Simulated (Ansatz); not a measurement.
# Al3InSb4: the cost of one run

Computed with Ansatz 0.2.0 (DFT PBE, scalar-relativistic, plane waves, PAW, unless a step's input says otherwise).

## (1) The system as given

It takes space group P-4m2 (No. 115, tetragonal). Conventional cell: a = 4.473 Å, b = 4.473 Å, c = 12.641 Å, α = 90.00°, β = 90.00°, γ = 90.00°. Around Al (site symmetry 2mm) lie 4 Sb at 2.70 to 2.71 Å. Al (site symmetry -4m2) has 4 Sb at 2.71 Å as nearest neighbours. Around In (site symmetry -4m2) lie 4 Sb at 2.83 Å. Sb (site symmetry 2mm) has 2 Al at 2.70 Å and 2 In at 2.83 Å as nearest neighbours. Sb (site symmetry 2mm) has 4 Al at 2.71 Å as nearest neighbours.

Structure file:

```
Al In Sb
1.0
     4.47252    0.00000    0.00000
     0.00000    4.47252    0.00000
     0.00000    0.00000   12.64056
Al In Sb
3 1 4
Direct
  0.00000 0.00000 0.25753
  0.50000 0.50000 0.50000
  0.00000 0.00000 0.74247
  0.50000 0.50000 0.00000
  0.50000 0.00000 0.86220
  0.00000 0.50000 0.13780
  0.50000 0.00000 0.37882
  0.00000 0.50000 0.62118
```

It is the end of an earlier relaxation with the same method, from a generated guess; it needn't be the stable form of this composition. At a tolerance of 0.02 Å it has space group P-4m2 (No. 115); it has 31.61 Å³/atom, an uncorrected energy of -0.15 eV/atom over the elements.

## (2) Static run: bands, density of states and charges

input.yaml reads:

```yaml
crystal:
  lattice:
    - [4.472515876, 0.0, 0.0]
    - [0.0, 4.472515876, 0.0]
    - [0.0, 0.0, 12.6405639894]
  atoms:
    - { symbol: Al, position: [0.0, 0.0, 0.2575323663] }
    - { symbol: Al, position: [0.5, 0.5, 0.5] }
    - { symbol: Al, position: [0.0, 0.0, 0.7424676337] }
    - { symbol: In, position: [0.5, 0.5, 0.0] }
    - { symbol: Sb, position: [0.5, 0.0, 0.8622027007] }
    - { symbol: Sb, position: [0.0, 0.5, 0.1377972993] }
    - { symbol: Sb, position: [0.5, 0.0, 0.3788225123] }
    - { symbol: Sb, position: [0.0, 0.5, 0.6211774877] }
basis:
  ecutwfc: 420
kpoints:
  mp_grid: { grid: [6, 6, 4] }
  band_path:
    path:
      - [[0.0, 0.0, 0.0], [0.0, 0.5, 0.0], [0.5, 0.5, 0.0], [0.0, 0.0, 0.0], [0.0, 0.0, 0.5], [0.0, 0.5, 0.5], [0.5, 0.5, 0.5], [0.0, 0.0, 0.5]]
      - [[0.0, 0.5, 0.0], [0.0, 0.5, 0.5]]
      - [[0.5, 0.5, 0.0], [0.5, 0.5, 0.5]]
    npoints: 14
hamiltonian:
  xc: pbe
scf:
  occupations: { method: gaussian, width: 0.02 }
  n_extra_bands: 20
output:
  forces: true
  stress: true
  eigenvalues: true
  populations: true
  dos: { projected: true, de: 0.02, nscf_kmesh: { grid: [9, 9, 6] } }
  bader: true
  write_density: true
  write_potential: true
  elf: true
  volumetric_format: npy
```

The run is started by

```bash
ansatz run input.yaml --threads 1 --pin off --max-ram 2560MiB --backend cpu --events-out ev --progress --plain --runs-dir out
```

What time and memory should one allow on 1 thread of AMD EPYC 9R45 (Zen 5), shared host?

About 2.7 min, with a peak of 1.3 GiB.
